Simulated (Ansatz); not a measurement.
BaTe built on the h-MgO prototype, relaxed with r2SCAN. Around Ba lie 5 Te at 3.45–3.50 Å; around Te lie 5 Ba at 3.45–3.50 Å.

Space group P6_3/mmc (No. 194). a = 5.974 Å, b = 5.974 Å, c = 7.002 Å, α = 90.00°, β = 90.00°, γ = 120.00°

| atom | site | symmetry | x | y | z |
| --- | --- | --- | --- | --- | --- |
| Ba | 2c | -6m2 | 0.3333 | 0.6667 | 0.2500 |
| Te | 2d | -6m2 | 0.6667 | 0.3333 | 0.2500 |

The questions ask for values computed with the PAW code Ansatz on this geometry. All values are calculated for a non-magnetic cell, which may be hypothetical.

Given (6×6×4 mesh): PBE gives an indirect gap of 1.96 eV, from Γ to K; the least direct gap is 2.21 eV at K.

Problem. Estimate the gap with LDA on 6×6×4.

Solution. With LDA the valence top lies at Γ and the conduction bottom at K, 1.83 eV higher; the smallest vertical gap, at K, is 2.08 eV. The gap differs by -0.13 eV from PBE's.

Problem. Estimate the gap with PBE+SOC on 6×6×4.

Solution. The PBE+SOC gap is indirect, 1.89 eV (Γ to K), below the direct gap of 2.08 eV at K. The gap differs by -0.07 eV from PBE's.

Problem. What does r2SCAN give for the gap (6×6×4 mesh)?

Solution. The r2SCAN gap is indirect, 2.31 eV (Γ to K), below the direct gap of 2.57 eV at K. The gap differs by +0.35 eV from PBE's.

Problem. Roughly how does the cost of the PBE+SOC run (6×6×4) compare with r2SCAN's (6×6×4)?

Solution. About 3 times as much (120 core-seconds against 40 core-seconds, on a shared machine).

Problem. What are ε∞ and the Born charges with PBE?

Solution. The electronic dielectric tensor ε∞ is 4.14 along x and y, 5.07 along z. Born charges, averaged over directions: Ba +2.26, Te -2.26 e.

Problem. What do these levels agree on?

Solution. For gaps to 0.1 eV, spin-orbit coupling (up to 0.13 eV here) has to be included. Among these functionals the gap stays indirect.

Only the levels marked +SOC include spin-orbit coupling.
